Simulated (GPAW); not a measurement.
Input of a GPAW 26.7.0 run:

run.py

```python
from ase import Atoms
from ase.dft.bandgap import bandgap
from ase.io import write
from ase.units import GPa
from gpaw import GPAW, PW

atoms = Atoms(['As', 'Ga'],
              cell=[[0.0, 2.82685, 2.82685],
                    [2.82685, 0.0, 2.82685],
                    [2.82685, 2.82685, 0.0]],
              scaled_positions=[[0.75, 0.75, 0.75],
                                [0.0, 0.0, 0.0]],
              pbc=True)

calc = GPAW(mode=PW(450),
            xc='PBE',
            kpts={'size': (7, 7, 7), 'gamma': True},
            occupations={'name': 'fermi-dirac', 'width': 0.05},
            nbands=11,
            maxiter=120,
            txt='gpaw.txt')
atoms.calc = calc
energy = atoms.get_potential_energy()
forces = atoms.get_forces()
stress = atoms.get_stress()
calc.write('gs.gpw')
write('result.traj', atoms)
print(f'Energy: {energy:.6f} eV')
print('Forces (eV/A):')
print(forces.round(4))
print('Stress (GPa):', (stress / GPa).round(3))
print('Fermi level:', round(calc.get_fermi_level(), 4), 'eV')
print(f'Gap: {bandgap(calc)[0]:.4f} eV, direct: {bandgap(calc, direct=True)[0]:.4f} eV')
```

Potentials or basis: GPAW PAW data sets (gpaw-data 1.2.1), pw.

Command:

```sh
$ OMP_NUM_THREADS=1 python run.py
```

Task: Estimate the pressure.

Result: 4.3 GPa.

Task: Estimate the band gap on the k mesh.

Result: 0.59 eV, direct.

Caveat: the cutoff is short for stress and forces, so pressures can be off by a GPa or more; an odd mesh through Γ misses points on the zone boundary, where band edges often lie.

The gap isn't set beside the measured one, since this odd mesh misses points on the zone boundary.
